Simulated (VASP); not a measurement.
# AlN (P6_3mc) in VASP: a series of runs

The runs below take AlN through single point, with PBE.

Everything below comes from runs of VASP 6.6.1. Logs are shortened: lines on timing, memory, paths and dates and some standing lists are left out, and cuts for length are marked.

**The experiment to reproduce.**

From “Self-assembly of well-separated AlN nanowires directly on sputtered metallic TiN films”, 2019, arxiv:1910.07391, for a bulk crystal of AlN at 10 K: band gap 6.034 eV (an exciton energy, a little under the gap).

The results are compared with them further down.

## Step 1: Starting point

It takes space group P6_3mc (No. 186, hexagonal). Conventional cell: a = 3.130 Å, b = 3.130 Å, c = 5.018 Å, α = 90.00°, β = 90.00°, γ = 120.00°. Al (site symmetry 3m) is surrounded by 4 N at 1.90 to 1.91 Å. N (site symmetry 3m) is surrounded by 4 Al at 1.90 to 1.91 Å.

## Step 2: Single point, PBE

Contents of INCAR:

```
SYSTEM = AlN
  PREC = Accurate
  ENCUT = 520
  EDIFF = 1E-6
  ISMEAR = 0
  SIGMA = 0.02
  LREAL = .FALSE.
  LASPH = .TRUE.
  NELM = 60
  ALGO = Normal
  ISIF = 2
  LWAVE = .FALSE.
  LCHARG = .FALSE.
  GGA = PE
  NBANDS = 16
```

Contents of KPOINTS:

```
Automatic mesh
0
G
  9 9 6
  0 0 0
```

Contents of POSCAR:

```
AlN
1.0
    3.1302455678      0.0000000000      0.0000000000
   -1.5651227839      2.7108721818      0.0000000000
    0.0000000000      0.0000000000      5.0179604237
Al N
2 2
Direct
    0.3333333333      0.6666666667     -0.0007713538
    0.6666666667      0.3333333333      0.4992286462
    0.3333333333      0.6666666667      0.3807713538
    0.6666666667      0.3333333333      0.8807713538
```

Potentials or basis: VASP PAW PBE potentials, release 64 (Al, N).

Started as:

```console
$ cat potpaw_PBE.64/Al/POTCAR potpaw_PBE.64/N/POTCAR > POTCAR
$ mpirun -np 1 vasp_std > vasp.out
```

OUTCAR:

```text
SYSTEM = AlN
   PREC = Accurate
   ENCUT = 520
   EDIFF = 1E-6
   ISMEAR = 0
   LREAL = .FALSE.
   LASPH = .TRUE.
   NELM = 60
   ISIF = 2
   GGA = PE

 ion  position               nearest neighbor table
   1  0.333  0.667  0.999-   4 1.90   4 1.90   4 1.90   3 1.91   2 3.09   2 3.09   2 3.09   2 3.09
                             2 3.09   2 3.09
   2  0.667  0.333  0.499-   3 1.90   3 1.90   3 1.90   4 1.91   1 3.09   1 3.09   1 3.09   1 3.09
                             1 3.09   1 3.09
   3  0.333  0.667  0.381-   2 1.90   2 1.90   2 1.90   1 1.91
   4  0.667  0.333  0.881-   1 1.90   1 1.90   1 1.90   2 1.91

  LATTYP: Found a hexagonal cell.
 ALAT       =     3.1302455678
 C/A-ratio  =     1.6030564743

  Lattice vectors:

 A1 = (   3.1302455678,   0.0000000000,   0.0000000000)
 A2 = (  -1.5651227839,   2.7108721818,   0.0000000000)
 A3 = (   0.0000000000,   0.0000000000,   5.0179604237)

Analysis of symmetry for initial positions (statically):
=====================================================================
 Subroutine PRICEL returns:
 Original cell was already a primitive cell.

 Routine SETGRP: Setting up the symmetry group for a
 hexagonal supercell.

 Subroutine GETGRP returns: Found 12 space group operations
 (whereof  6 operations were pure point group operations)
 out of a pool of 24 trial point group operations.

The static configuration has the point symmetry C_3v.
 The point group associated with its full space group is C_6v.

Analysis of symmetry for dynamics (positions and initial velocities):
=====================================================================
 Subroutine PRICEL returns:
 Original cell was already a primitive cell.

 Routine SETGRP: Setting up the symmetry group for a
 hexagonal supercell.

 Subroutine GETGRP returns: Found 12 space group operations
 (whereof  6 operations were pure point group operations)
 out of a pool of 24 trial point group operations.

The dynamic configuration has the point symmetry C_3v.
 The point group associated with its full space group is C_6v.

 Subroutine INISYM returns: Found 12 space group operations
 (whereof  6 operations are pure point group operations),
 and found     1 'primitive' translations

----------------------------------------------------------------------------------------

                                     Primitive cell

  volume of cell :      42.5809

  direct lattice vectors                    reciprocal lattice vectors
     3.130245568  0.000000000  0.000000000     0.319463754  0.184442484  0.000000000
    -1.565122784  2.710872182  0.000000000     0.000000000  0.368884969  0.000000000
     0.000000000  0.000000000  5.017960424     0.000000000  0.000000000  0.199284154

  length of vectors
     3.130245568  3.130245568  5.017960424     0.368884969  0.368884969  0.199284154

  position of ions in fractional coordinates (direct lattice)
     0.333333333  0.666666667  0.999228646
     0.666666667  0.333333333  0.499228646
     0.333333333  0.666666667  0.380771354
     0.666666667  0.333333333  0.880771354

  ion indices of the primitive-cell ions
   primitive index   ion index
                 1           1
                 2           2
                 3           3
                 4           4

----------------------------------------------------------------------------------------

 KPOINTS: Automatic mesh

Automatic generation of k-mesh.
 Grid dimensions read from file:
 generate k-points for:    9    9    6

 Generating k-lattice:

  Cartesian coordinates                     Fractional coordinates (reciprocal lattice)
     0.035495973  0.020493609  0.000000000     0.111111111  0.000000000  0.000000000
     0.000000000  0.040987219  0.000000000     0.000000000  0.111111111  0.000000000
     0.000000000  0.000000000  0.033214026     0.000000000  0.000000000  0.166666667

  Length of vectors
     0.040987219  0.040987219  0.033214026

  Shift w.r.t. Gamma in fractional coordinates (k-lattice)
     0.000000000  0.000000000  0.000000000

 Subroutine IBZKPT returns following result:
 ===========================================

 Found     48 irreducible k-points:

 Following reciprocal coordinates:
            Coordinates               Weight
  0.000000  0.000000  0.000000      1.000000
  0.111111 -0.000000  0.000000      6.000000
  0.222222 -0.000000  0.000000      6.000000
  0.333333 -0.000000  0.000000      6.000000
  0.444444 -0.000000  0.000000      6.000000
  0.111111  0.111111  0.000000      6.000000
[... 16 lines left out ...]
  0.333333  0.222222  0.166667     24.000000
  0.333333  0.333333  0.166667      4.000000
 [... further k-points ...]
   k-points           NKPTS =     48   k-points in BZ     NKDIM =     48   number of bands    NBANDS=     16
   number of dos      NEDOS =    301   number of ions     NIONS =      4
   total plane-waves  NPLWV =  23040
   dimension x,y,z NGX =    24 NGY =   24 NGZ =   40
   dimension x,y,z NGXF=    48 NGYF=   48 NGZF=   80
   ions per type =               2   2
   NGX,Y,Z   is equivalent  to a cutoff of  12.75, 12.75, 13.25 a.u.
   NGXF,Y,Z  is equivalent  to a cutoff of  25.49, 25.49, 26.50 a.u.
 SYSTEM =  AlN
   PREC   = accura    normal or accurate (medium, high low for compatibility)
   ISTART =      0    job   : 0-new  1-cont  2-samecut
   ICHARG =      2    charge: 1-file 2-atom 10-const
   ISPIN  =      1    spin polarized calculation?
   LNONCOLLINEAR =      F non collinear calculations
   LSORBIT =      F    spin-orbit coupling
   LASPH  =      T    aspherical Exc in radial PAW
   ENCUT  =  520.0 eV  38.22 Ry    6.18 a.u.   5.82  5.82  9.33*2*pi/ulx,y,z
   NELM   =     60;   NELMIN=  2; NELMDL= -5     # of ELM steps
   EDIFF  = 0.1E-05   stopping-criterion for ELM
   LREAL  =      F    real-space projection
   EDIFFG = 0.1E-04   stopping-criterion for IOM
   NSW    =      0    number of steps for IOM
   IBRION =     -1    ionic relax: 0-MD 1-quasi-New 2-CG
   NFREE  =      0    steps in history (QN), initial steepest desc. (CG)
   ISIF   =      2    stress and relaxation
   ISYM   =      2    0-nonsym 1-usesym 2-fastsym
   POTIM  = 0.5000    time-step for ionic-motion
   TEBEG  =    0.0;   TEEND  =   0.0 temperature during run
   PSTRESS=    0.0 pullay stress
   NELECT =      16.0000    total number of electrons
   NUPDOWN=      -1.0000    fix difference up-down
   EMIN   =  10.00;   EMAX   =-10.00  energy-range for DOS
   EFERMI =   0.00;   METHOD = LEGACY
   ISMEAR =     0;   SIGMA  =   0.02  broadening in eV -4-tet -1-fermi 0-gaus
   EFERMI_NEDOS =   21; number of points for ismear=-14 and -15
   IALGO  =     38    algorithm
   IMIX   =      4    mixing-type and parameters
     AMIX     =   0.40;   BMIX     =  1.00
     AMIX_MAG =   1.60;   BMIX_MAG =  1.00
  volume/ion in A,a.u.               =      10.65        71.84
  Fermi-wavevector in a.u.,A,eV,Ry     =   1.181345  2.232418 18.987951  1.395575
  Thomas-Fermi vector in A             =   2.317620
   LORBIT       =      0    0 simple, 1 ext, 2 COOP (PROOUT), +10 PAW based schemes
   GGA     = PE    functional components
   LHFCALC =     F    Hartree Fock is set to
   AEXX    =    0.0000 exact exchange contribution
   IVDW    =     0    specifies the selected vdW correction
   LEPSILON=     F    determine dielectric tensor
   LRPA    =     F    only Hartree local field effects (RPA)
 non-spin polarized calculation
 Gauss-broadening in eV      SIGMA  =   0.02
  energy-cutoff  :      520.00
  volume of cell :       42.58
 maximum number of plane-waves:      1170
 NGX is ok and might be reduce to    24
   NGX = 11   NGY = 11   NGZ = 19

 number of electron      15.9999998 magnetization

 Free energy of the ion-electron system (eV)
  ---------------------------------------------------
  ext. energy  EPLUGINS =         0.00000000
  ---------------------------------------------------
  free energy    TOTEN  =       -29.78048693 eV

  energy without entropy =      -29.78048693  energy(sigma->0) =      -29.78048693

 E-fermi :   6.1336     XC(G=0): -10.8269

 val. band max:        5.9642770422   @ k =   0.0000   0.0000   0.0000
 cond. band min:      10.0074356183   @ k =   0.0000   0.0000   0.0000
 fundamental gap:      4.0431585761
 Fermi energy:         6.1336047651

 k-point     1 :       0.0000    0.0000    0.0000
  band No.  band energies     occupation
      1      -9.1032      2.00000
      2      -7.0205      2.00000
      3       0.0589      2.00000
      4       5.1188      2.00000
      5       5.1188      2.00000
      6       5.7614      2.00000
[... 8 lines left out ...]
     15      18.9294      0.00000
     16      18.9294      0.00000

 k-point     2 :       0.1111   -0.0000    0.0000
  band No.  band energies     occupation
      1      -8.9501      2.00000
      2      -6.9347      2.00000
      3       0.2429      2.00000
      4       4.4221      2.00000
      5       4.9251      2.00000
      6       5.0811      2.00000
[... 8 lines left out ...]
     15      18.8011      0.00000
     16      18.9659      0.00000

 k-point     3 :       0.2222   -0.0000    0.0000
  band No.  band energies     occupation
      1      -8.5157      2.00000
      2      -6.7200      2.00000
      3       0.7767      2.00000
      4       2.9403      2.00000
      5       3.8353      2.00000
      6       4.5254      2.00000
[... 8 lines left out ...]
     15      17.9672      0.00000
     16      18.7759      0.00000

 k-point     4 :       0.3333   -0.0000    0.0000
  band No.  band energies     occupation
      1      -7.8915      2.00000
      2      -6.5124      2.00000
      3       1.5087      2.00000
      4       1.6163      2.00000
      5       2.6733      2.00000
      6       4.1527      2.00000
[... 8 lines left out ...]
     15      17.8611      0.00000
     16      20.1800      0.00000

 k-point     5 :       0.4444   -0.0000    0.0000
  band No.  band energies     occupation
      1      -7.3034      2.00000
      2      -6.4899      2.00000
      3       0.6990      2.00000
      4       1.9395      2.00000
      5       2.4798      2.00000
      6       3.9382      2.00000
[... 8 lines left out ...]
     15      18.5229      0.00000
     16      20.9063      0.00000

 k-point     6 :       0.1111    0.1111    0.0000
  band No.  band energies     occupation
      1      -8.6559      2.00000
      2      -6.7839      2.00000
      3       0.6022      2.00000
      4       3.6001      2.00000
      5       3.8133      2.00000
      6       4.8480      2.00000
[... 8 lines left out ...]
     15      18.2562      0.00000
     16      18.9963      0.00000
[... 267 lines left out ...]
 k-point    21 :       0.4444    0.1111    0.1667
  band No.  band energies     occupation
      1      -7.0712      2.00000
      2      -6.5414      2.00000
      3       0.5794      2.00000
      4       1.5785      2.00000
      5       2.9815      2.00000
      6       3.6885      2.00000
[... 8 lines left out ...]
     15      18.5263      0.00000
     16      20.7479      0.00000

 k-point    22 :       0.2222    0.2222    0.1667
  band No.  band energies     occupation
      1      -7.4956      2.00000
      2      -6.5247      2.00000
      3       1.4306      2.00000
      4       1.6696      2.00000
      5       2.9221      2.00000
      6       3.3398      2.00000
[... 8 lines left out ...]
     15      18.0223      0.00000
     16      20.7291      0.00000

 k-point    23 :       0.3333    0.2222    0.1667
  band No.  band energies     occupation
      1      -6.9926      2.00000
      2      -6.5146      2.00000
      3       1.0409      2.00000
      4       1.6988      2.00000
      5       2.5108      2.00000
      6       3.5106      2.00000
[... 8 lines left out ...]
     15      18.5946      0.00000
     16      20.5489      0.00000

 k-point    24 :       0.3333    0.3333    0.1667
  band No.  band energies     occupation
      1      -6.6623      2.00000
      2      -6.6623      2.00000
      3       1.3512      2.00000
      4       1.8327      2.00000
      5       1.8327      2.00000
      6       3.3226      2.00000
[... 8 lines left out ...]
     15      18.9136      0.00000
     16      20.7953      0.00000

 [... further k-points ...]

------------------------ aborting loop because EDIFF is reached ----------------------------------------

  FORCE on cell =-STRESS in cart. coord.  units (eV):
  Direction    XX          YY          ZZ          XY          YZ          ZX
  --------------------------------------------------------------------------------------
  -------------------------------------------------------------------------------------
  Total       -0.0732373     -0.0732373     -0.0558887      0.0000000      0.0000000      0.0000000
  in kB       -2.7556781     -2.7556781     -2.1029064      0.0000000      0.0000000      0.0000000
  external PRESSURE =      -2.5380875 kB  Pullay stress =       0.0000000 kB

 VOLUME and BASIS-vectors are now :
 -----------------------------------------------------------------------------
  energy-cutoff  :      520.00
  volume of cell :       42.58
      direct lattice vectors                 reciprocal lattice vectors
     3.130245568  0.000000000  0.000000000     0.319463754  0.184442484  0.000000000
    -1.565122784  2.710872182  0.000000000     0.000000000  0.368884969  0.000000000
     0.000000000  0.000000000  5.017960424     0.000000000  0.000000000  0.199284154

 POSITION                                       TOTAL-FORCE (eV/Angst)
 -----------------------------------------------------------------------------------
     -0.00000      1.80725      5.01409         0.000000      0.000000      0.000637
      1.56512      0.90362      2.50511        -0.000000     -0.000000      0.000637
     -0.00000      1.80725      1.91070        -0.000000     -0.000000     -0.000637
      1.56512      0.90362      4.41968         0.000000      0.000000     -0.000637
 -----------------------------------------------------------------------------------
    total drift:                               -0.000000     -0.000000      0.000504

  FREE ENERGIE OF THE ION-ELECTRON SYSTEM (eV)
  ---------------------------------------------------
  free  energy   TOTEN  =       -29.7804869342 eV

  energy  without entropy=      -29.7804869342  energy(sigma->0) =      -29.78048693
```

Run time: 9.7 s. Hardware: 1 thread of Intel Xeon 6975P-C (Granite Rapids), shared host; peak memory 0.16 GiB.

What came out:

- Free energy: -29.7805 eV
- Pressure: -0.3 GPa
- Band gap on the k mesh: 4.04 eV, direct

(Continued in part 2 of 2.)
